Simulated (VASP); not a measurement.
# BN (F-43m) in VASP: notebook

The runs below take BN through relaxation of cell and atoms, single point, with PBE.

All numbers are computed with VASP 6.6.1; they aren't measurements. Logs are shortened: lines on timing, memory, paths and dates and some standing lists are left out, and cuts for length are marked.

**What was measured.**

A printed reference work, monograph reports, for a bulk crystal of BN at 300 K: band gap 6.4 eV (indirect).

How close the calculation comes is told below.

## 1. Starting point

Symmetry: F-43m, No. 216, cubic system. The conventional cell has a = 3.615 Å, b = 3.615 Å, c = 3.615 Å, α = 90.00°, β = 90.00°, γ = 90.00°. Around B (site symmetry -43m) lie 4 N at 1.57 Å. N (site symmetry -43m) has 4 B at 1.57 Å as nearest neighbours.

## 2. Relaxation of cell and atoms, PBE

INCAR reads:

```
PREC = Accurate
ENCUT = 520
EDIFF = 1E-7
ISMEAR = 0
SIGMA = 0.02
LREAL = False
LASPH = True
NELM = 80
ALGO = Fast
ISIF = 3
LWAVE = False
LCHARG = False
GGA = PE
IBRION = 2
NSW = 80
EDIFFG = -0.002
```

KPOINTS reads:

```
regular mesh
0
Gamma
  20 20 20
```

POSCAR reads:

```
BN
1.0
    0.0000000000      1.8075000000      1.8075000000
    1.8075000000      0.0000000000      1.8075000000
    1.8075000000      1.8075000000      0.0000000000
B N
1 1
Direct
    0.0000000000      0.0000000000      0.0000000000
    0.2500000000      0.2500000000      0.2500000000
```

Potentials or basis: VASP PAW PBE potentials, release 64 (B, N).

On the command line:

```
$ cat potpaw_PBE.64/B/POTCAR potpaw_PBE.64/N/POTCAR > POTCAR
$ mpirun -np 1 vasp_std > vasp.out
```

OUTCAR:

```text
PREC = Accurate
   ENCUT = 520
   EDIFF = 1E-7
   ISMEAR = 0
   LREAL = False
   LASPH = True
   NELM = 80
   ISIF = 3
   GGA = PE
   IBRION = 2
   NSW = 80
   EDIFFG = -0.002

 ion  position               nearest neighbor table
   1  0.000  0.000  0.000-   2 1.57   2 1.57   2 1.57   2 1.57
   2  0.250  0.250  0.250-   1 1.57   1 1.57   1 1.57   1 1.57

  LATTYP: Found a face centered cubic cell.
 ALAT       =     3.6150000000

  Lattice vectors:

 A1 = (   0.0000000000,   1.8075000000,   1.8075000000)
 A2 = (   1.8075000000,   0.0000000000,   1.8075000000)
 A3 = (   1.8075000000,   1.8075000000,   0.0000000000)

Analysis of symmetry for initial positions (statically):
=====================================================================
 Subroutine PRICEL returns:
 Original cell was already a primitive cell.

 Routine SETGRP: Setting up the symmetry group for a
 face centered cubic supercell.

 Subroutine GETGRP returns: Found 24 space group operations
 (whereof 24 operations were pure point group operations)
 out of a pool of 48 trial point group operations.

The static configuration has the point symmetry T_d .

Analysis of symmetry for dynamics (positions and initial velocities):
=====================================================================
 Subroutine PRICEL returns:
 Original cell was already a primitive cell.

 Routine SETGRP: Setting up the symmetry group for a
 face centered cubic supercell.

 Subroutine GETGRP returns: Found 24 space group operations
 (whereof 24 operations were pure point group operations)
 out of a pool of 48 trial point group operations.

The dynamic configuration has the point symmetry T_d .

 Subroutine INISYM returns: Found 24 space group operations
 (whereof 24 operations are pure point group operations),
 and found     1 'primitive' translations

----------------------------------------------------------------------------------------

                                     Primitive cell

  volume of cell :      11.8104

  direct lattice vectors                    reciprocal lattice vectors
     0.000000000  1.807500000  1.807500000    -0.276625173  0.276625173  0.276625173
     1.807500000  0.000000000  1.807500000     0.276625173 -0.276625173  0.276625173
     1.807500000  1.807500000  0.000000000     0.276625173  0.276625173 -0.276625173

  length of vectors
     2.556191014  2.556191014  2.556191014     0.479128854  0.479128854  0.479128854

  position of ions in fractional coordinates (direct lattice)
     0.000000000  0.000000000  0.000000000
     0.250000000  0.250000000  0.250000000

  ion indices of the primitive-cell ions
   primitive index   ion index
                 1           1
                 2           2

----------------------------------------------------------------------------------------

 KPOINTS: regular mesh

Automatic generation of k-mesh.
 Grid dimensions read from file:
 generate k-points for:   20   20   20

 Generating k-lattice:

  Cartesian coordinates                     Fractional coordinates (reciprocal lattice)
    -0.013831259  0.013831259  0.013831259     0.050000000  0.000000000  0.000000000
     0.013831259 -0.013831259  0.013831259     0.000000000  0.050000000  0.000000000
     0.013831259  0.013831259 -0.013831259     0.000000000  0.000000000  0.050000000

  Length of vectors
     0.023956443  0.023956443  0.023956443

  Shift w.r.t. Gamma in fractional coordinates (k-lattice)
     0.000000000  0.000000000  0.000000000

 Subroutine IBZKPT returns following result:
 ===========================================

 Found    256 irreducible k-points:

 Following reciprocal coordinates:
            Coordinates               Weight
  0.000000  0.000000  0.000000      1.000000
  0.050000  0.000000  0.000000      8.000000
  0.100000  0.000000  0.000000      8.000000
  0.150000  0.000000  0.000000      8.000000
  0.200000  0.000000  0.000000      8.000000
  0.250000  0.000000  0.000000      8.000000
[... 16 lines left out ...]
 -0.400000  0.050000  0.000000     24.000000
 -0.350000  0.050000  0.000000     24.000000
 [... further k-points ...]
   k-points           NKPTS =    256   k-points in BZ     NKDIM =    256   number of bands    NBANDS=      8
   number of dos      NEDOS =    301   number of ions     NIONS =      2
   total plane-waves  NPLWV =   8000
   dimension x,y,z NGX =    20 NGY =   20 NGZ =   20
   dimension x,y,z NGXF=    40 NGYF=   40 NGZF=   40
   ions per type =               1   1
   NGX,Y,Z   is equivalent  to a cutoff of  13.01, 13.01, 13.01 a.u.
   NGXF,Y,Z  is equivalent  to a cutoff of  26.01, 26.01, 26.01 a.u.
 SYSTEM =  unknown system
   PREC   = accura    normal or accurate (medium, high low for compatibility)
   ISTART =      0    job   : 0-new  1-cont  2-samecut
   ICHARG =      2    charge: 1-file 2-atom 10-const
   ISPIN  =      1    spin polarized calculation?
   LNONCOLLINEAR =      F non collinear calculations
   LSORBIT =      F    spin-orbit coupling
   LASPH  =      T    aspherical Exc in radial PAW
   ENCUT  =  520.0 eV  38.22 Ry    6.18 a.u.   4.75  4.75  4.75*2*pi/ulx,y,z
   NELM   =     80;   NELMIN=  2; NELMDL= -5     # of ELM steps
   EDIFF  = 0.1E-06   stopping-criterion for ELM
   LREAL  =      F    real-space projection
   EDIFFG = -.2E-02   stopping-criterion for IOM
   NSW    =     80    number of steps for IOM
   IBRION =      2    ionic relax: 0-MD 1-quasi-New 2-CG
   NFREE  =      1    steps in history (QN), initial steepest desc. (CG)
   ISIF   =      3    stress and relaxation
   ISYM   =      2    0-nonsym 1-usesym 2-fastsym
   POTIM  = 0.5000    time-step for ionic-motion
   TEBEG  =    0.0;   TEEND  =   0.0 temperature during run
   PSTRESS=    0.0 pullay stress
   NELECT =       8.0000    total number of electrons
   NUPDOWN=      -1.0000    fix difference up-down
   EMIN   =  10.00;   EMAX   =-10.00  energy-range for DOS
   EFERMI =   0.00;   METHOD = LEGACY
   ISMEAR =     0;   SIGMA  =   0.02  broadening in eV -4-tet -1-fermi 0-gaus
   EFERMI_NEDOS =   21; number of points for ismear=-14 and -15
   IALGO  =     68    algorithm
   IMIX   =      4    mixing-type and parameters
     AMIX     =   0.40;   BMIX     =  1.00
     AMIX_MAG =   1.60;   BMIX_MAG =  1.00
  volume/ion in A,a.u.               =       5.91        39.85
  Fermi-wavevector in a.u.,A,eV,Ry     =   1.437749  2.716952 28.124920  2.067123
  Thomas-Fermi vector in A             =   2.556793
   LORBIT       =      0    0 simple, 1 ext, 2 COOP (PROOUT), +10 PAW based schemes
   GGA     = PE    functional components
   LHFCALC =     F    Hartree Fock is set to
   AEXX    =    0.0000 exact exchange contribution
   IVDW    =     0    specifies the selected vdW correction
   LEPSILON=     F    determine dielectric tensor
   LRPA    =     F    only Hartree local field effects (RPA)
 conjugate gradient relaxation of ions
 non-spin polarized calculation
 RMM-DIIS sequential band-by-band and
 Gauss-broadening in eV      SIGMA  =   0.02
  energy-cutoff  :      520.00
  volume of cell :       11.81
 maximum number of plane-waves:       332
   NGX =  9   NGY =  9   NGZ =  9

--------------------------------------- Ionic step        1  -------------------------------------------

 number of electron       7.9999999 magnetization

 Free energy of the ion-electron system (eV)
  ---------------------------------------------------
  ext. energy  EPLUGINS =         0.00000000
  ---------------------------------------------------
  free energy    TOTEN  =       -17.44979550 eV

  energy without entropy =      -17.44979550  energy(sigma->0) =      -17.44979550

------------------------ aborting loop because EDIFF is reached ----------------------------------------

  FORCE on cell =-STRESS in cart. coord.  units (eV):
  Direction    XX          YY          ZZ          XY          YZ          ZX
  --------------------------------------------------------------------------------------
  -------------------------------------------------------------------------------------
  Total        0.2426187      0.2426187      0.2426187      0.0000000      0.0000000      0.0000000
  in kB       32.9131928     32.9131928     32.9131928      0.0000000      0.0000000      0.0000000
  external PRESSURE =      32.9131928 kB  Pullay stress =       0.0000000 kB
[... 57 lines left out ...]
  energy  without entropy=      -17.4497546206  energy(sigma->0) =      -17.44975462

--------------------------------------- Ionic step        3  -------------------------------------------

 number of electron       7.9999999 magnetization

 Free energy of the ion-electron system (eV)
  ---------------------------------------------------
  ext. energy  EPLUGINS =         0.00000000
  ---------------------------------------------------
  free energy    TOTEN  =       -17.45083924 eV

  energy without entropy =      -17.45083924  energy(sigma->0) =      -17.45083924

 E-fermi :   7.3920     XC(G=0): -12.7794

 val. band max:        7.2969687173   @ k =   0.0000   0.0000   0.0000
 cond. band min:      11.7470268488   @ k =   0.5000   0.5000   0.0000
 fundamental gap:      4.4500581315
 Fermi energy:         7.3920208832

 k-point     1 :       0.0000    0.0000    0.0000
  band No.  band energies     occupation
      1     -12.8358      2.00000
      2       7.2970      2.00000
      3       7.2970      2.00000
      4       7.2970      2.00000
      5      16.0756      0.00000
      6      16.0756      0.00000
      7      16.0756      0.00000
      8      17.5061      0.00000
[... 243 lines left out ...]
 k-point    24 :      -0.3500    0.0500    0.0000
  band No.  band energies     occupation
      1      -9.8244      2.00000
      2      -1.3307      2.00000
      3       5.2093      2.00000
      4       5.7269      2.00000
      5      17.3483      0.00000
      6      17.8968      0.00000
      7      18.0458      0.00000
      8      21.9979      0.00000

 [... further k-points ...]

------------------------ aborting loop because EDIFF is reached ----------------------------------------

  FORCE on cell =-STRESS in cart. coord.  units (eV):
  Direction    XX          YY          ZZ          XY          YZ          ZX
  --------------------------------------------------------------------------------------
  -------------------------------------------------------------------------------------
  Total        0.0001541      0.0001541      0.0001541      0.0000000      0.0000000      0.0000000
  in kB        0.0207236      0.0207236      0.0207236      0.0000000      0.0000000      0.0000000
  external PRESSURE =       0.0207236 kB  Pullay stress =       0.0000000 kB
[... 17 lines left out ...]
  FREE ENERGIE OF THE ION-ELECTRON SYSTEM (eV)
  ---------------------------------------------------
  free  energy   TOTEN  =       -17.4508392427 eV

  energy  without entropy=      -17.4508392427  energy(sigma->0) =      -17.45083924

 reached required accuracy - stopping structural energy minimisation
```

Run time: 22 s. Hardware: 1 thread of Intel Xeon 6975P-C (Granite Rapids), shared host; peak memory 0.14 GiB.

What came out:

```
Free energy                            : -17.4508 eV
Relaxed volume                         : 5.96 Å³/atom
Relaxed cell                           : a = 2.564 Å, b = 2.564 Å, c = 2.564 Å, α = 60.00°, β = 60.00°, γ = 60.00°
Space group after relaxing (to 0.05 Å) : F-43m (No. 216)
Energy gained by relaxing              : 0.5 meV/atom
Ionic steps                            : 3
Pressure after relaxing                : 0.0 GPa
Band gap on the k mesh                 : 4.45 eV, indirect (least direct gap 8.78 eV)
```

The path:
| step | energy change (eV) | largest force (eV/Å) | pressure (GPa) | volume (Å³) |
| --- | --- | --- | --- | --- |
| 1 | 0.0000 | 0.0000 | 3.29 | 11.81 |
| 2 | 0.0000 | 0.0000 | -3.24 | 12.02 |
| 3 | -0.0010 | 0.0000 | 0.00 | 11.91 |

Final structure:
```yaml
crystal:
  lattice:
    - [0.00000, 1.81272, 1.81272]
    - [1.81272, 0.00000, 1.81272]
    - [1.81272, 1.81272, 0.00000]
  atoms:
    - { symbol: B, position: [0.00000, 0.00000, 0.00000] }
    - { symbol: N, position: [0.25000, 0.25000, 0.25000] }
```

Levels at points of the mesh, in eV from the valence-band top:
```tsv
k point	band 1	band 2	band 3	band 4	band 5	band 6	band 7	band 8
(0.00, 0.00, 0.00)	-20.13	0.00	0.00	0.00	8.78	8.78	8.78	10.21
(0.50, 0.00, 0.00)	-15.96	-10.61	-1.92	-1.92	10.03	10.66	10.66	15.17
(0.50, 0.50, 0.00)	-14.60	-8.86	-4.86	-4.86	4.45	9.18	17.79	17.79
```

A k mesh can miss the band edges. PBE usually gives volumes a little too large and moduli too small.

## 3. Relaxation of cell and atoms, PBE

This run uses another cell than the first one, of 5.96 Å³/atom, 1.009 times its volume.

INCAR is that of step 2.

KPOINTS is that of step 2.

POSCAR reads:

```
BN                                      
1.0
    0.0000000000      1.8127154490      1.8127154490
    1.8127154490      0.0000000000      1.8127154490
    1.8127154490      1.8127154490      0.0000000000
  B               N             
     1     1
Direct
     0.0000000000000000    0.0000000000000000    0.0000000000000000
     0.2500000000000000    0.2500000000000000    0.2500000000000000
```

Potentials or basis: VASP PAW PBE potentials, release 64 (B, N).

On the command line:

```
$ cat potpaw_PBE.64/B/POTCAR potpaw_PBE.64/N/POTCAR > POTCAR
$ mpirun -np 1 vasp_std > vasp.out
```

Wall time 10 s (1 thread of Intel Xeon 6975P-C (Granite Rapids), shared host); peak memory 0.14 GiB.

The run converged. Its results:

```
Free energy             : -17.4510 eV
Pressure after relaxing : 0.0 GPa
Band gap on the k mesh  : 4.45 eV, indirect (least direct gap 8.78 eV)
```

Final structure:
```
CELL_PARAMETERS angstrom
0.00000 1.81272 1.81272
1.81272 0.00000 1.81272
1.81272 1.81272 0.00000
ATOMIC_POSITIONS crystal
B 0.00000 0.00000 0.00000
N 0.25000 0.25000 0.25000
```

Levels at points of the mesh, in eV from the valence-band top:
```csv
k point,band 1,band 2,band 3,band 4,band 5,band 6,band 7,band 8
"(0.00, 0.00, 0.00)",-20.13,0.00,0.00,0.00,8.78,8.78,8.78,10.21
"(0.50, 0.00, 0.00)",-15.96,-10.61,-1.92,-1.92,10.03,10.66,10.66,15.17
"(0.50, 0.50, 0.00)",-14.60,-8.86,-4.86,-4.86,4.45,9.18,17.79,17.79
```

Caveat: the relaxation stopped at its first step, so nothing moved. A k mesh can miss the band edges.

## 4. Single point, PBE

This run uses another cell than the first one, of 5.96 Å³/atom, 1.009 times its volume.

INCAR reads:

```
SYSTEM = BN
ALGO = Fast ; EDIFF = 1E-7
ENCUT = 520 ; GGA = PE
ISIF = 2 ; ISMEAR = 0
LASPH = .TRUE. ; LCHARG = .FALSE.
LREAL = .FALSE. ; LWAVE = .FALSE.
NELM = 80 ; PREC = Accurate
SIGMA = 0.02
```

KPOINTS reads:

```
k-points
0
G
  20 20 20
  0 0 0
```

POSCAR is that of step 3.

On the command line:

```
$ cat potpaw_PBE.64/B/POTCAR potpaw_PBE.64/N/POTCAR > POTCAR
$ mpirun -np 1 vasp_std > vasp.out
```

Wall time 11 s (1 thread of Intel Xeon 6975P-C (Granite Rapids), shared host); peak memory 0.13 GiB.

It converged, with:

```yaml
Free_energy: -17.4510 eV
Pressure: 0.0 GPa
Band_gap_on_the_k_mesh: 4.45 eV, indirect (least direct gap 8.78 eV)
```

Levels at points of the mesh, in eV from the valence-band top:
| k point | band 1 | band 2 | band 3 | band 4 | band 5 | band 6 | band 7 | band 8 |
| --- | --- | --- | --- | --- | --- | --- | --- | --- |
| (0.00, 0.00, 0.00) | -20.13 | 0.00 | 0.00 | 0.00 | 8.78 | 8.78 | 8.78 | 10.21 |
| (0.50, 0.00, 0.00) | -15.96 | -10.61 | -1.92 | -1.92 | 10.03 | 10.66 | 10.66 | 15.17 |
| (0.50, 0.50, 0.00) | -14.60 | -8.86 | -4.86 | -4.86 | 4.45 | 9.18 | 17.79 | 17.79 |

## 5. Single point, PBE (a relaxed cell with its volume scaled by 0.97)

INCAR is that of step 4.

KPOINTS is that of step 4.

POSCAR reads:

```
BN                                      
1.0
    0.0000000000      1.7944039400      1.7944039400
    1.7944039400      0.0000000000      1.7944039400
    1.7944039400      1.7944039400      0.0000000000
  B               N             
     1     1
Direct
     0.0000000000000000    0.0000000000000000    0.0000000000000000
     0.2500000000000000    0.2500000000000000    0.2500000000000000
```

On the command line:

```
$ cat potpaw_PBE.64/B/POTCAR potpaw_PBE.64/N/POTCAR > POTCAR
$ mpirun -np 1 vasp_std > vasp.out
```

It took 11 s on 1 thread of Intel Xeon 6975P-C (Granite Rapids), shared host; peak memory 0.13 GiB.

It converged, with:

```yaml
Free_energy: -17.4373 eV
Pressure: 12.0 GPa
Band_gap_on_the_k_mesh: 4.48 eV, indirect (least direct gap 8.92 eV)
```

Levels at points of the mesh, in eV from the valence-band top:
```
           k point  band 2  band 3  band 4  band 5  band 6  band 7
(0.00, 0.00, 0.00)    0.00    0.00    0.00    8.92    8.92    8.92
(0.50, 0.00, 0.00)  -10.89   -1.98   -1.98   10.43   10.83   10.83
(0.50, 0.50, 0.00)   -9.06   -5.01   -5.01    4.48    9.35   18.26
```

## 6. Single point, PBE (a relaxed cell with its volume scaled by 1.03)

INCAR is that of step 5.

KPOINTS is that of step 5.

POSCAR reads:

```
BN                                      
1.0
    0.0000000000      1.8306642940      1.8306642940
    1.8306642940      0.0000000000      1.8306642940
    1.8306642940      1.8306642940      0.0000000000
  B               N             
     1     1
Direct
     0.0000000000000000    0.0000000000000000    0.0000000000000000
     0.2500000000000000    0.2500000000000000    0.2500000000000000
```

Potentials or basis: VASP PAW PBE potentials, release 64 (B, N).

On the command line:

```
$ cat potpaw_PBE.64/B/POTCAR potpaw_PBE.64/N/POTCAR > POTCAR
$ mpirun -np 1 vasp_std > vasp.out
```

Wall time 11 s (1 thread of Intel Xeon 6975P-C (Granite Rapids), shared host); peak memory 0.14 GiB.

It converged, with:

```yaml
Free_energy: -17.4397 eV
Pressure: -10.5 GPa
Band_gap_on_the_k_mesh: 4.42 eV, indirect (least direct gap 8.64 eV)
```

Levels at points of the mesh, in eV from the valence-band top:
```csv
k point,band 1,band 2,band 3,band 4,band 5,band 6,band 7,band 8
"(0.00, 0.00, 0.00)",-19.80,0.00,0.00,0.00,8.64,8.64,8.64,9.73
"(0.50, 0.00, 0.00)",-15.77,-10.34,-1.87,-1.87,9.65,10.49,10.49,14.86
"(0.50, 0.50, 0.00)",-14.45,-8.67,-4.72,-4.72,4.42,9.01,17.34,17.34
```

A k mesh can miss the band edges.

## 7. Summary

```tsv
task	cell	gap on the mesh (eV)	pressure (GPa)
relaxation of cell and atoms	relaxed	4.45	0.0
single point	as given	4.45	0.0
single point	a relaxed cell with its volume scaled by 0.97	4.48	12.0
single point	a relaxed cell with its volume scaled by 1.03	4.42	-10.5
```

Alike in all rows: level PBE; potentials or basis VASP PAW PBE potentials, release 64 (B, N); no spin polarisation; k mesh 20 × 20 × 20; cutoff (eV) 520; smearing gaussian 0.02 eV.

Caveats: the relaxation stopped at its first step, so nothing moved (some runs).

Absolute energies hang on the potentials; compare differences alone.

## 8. Comparison with measurements

Step 4. A measured gap of BN is 6.4 eV (indirect; 300 K; a printed reference work, monograph); the calculated 4.45 eV misses it by -1.95 eV. The value is that of PBE on a finite k mesh, which can miss the band edges, without temperature or zero-point motion. Semilocal functionals fall short of measured gaps as a rule.
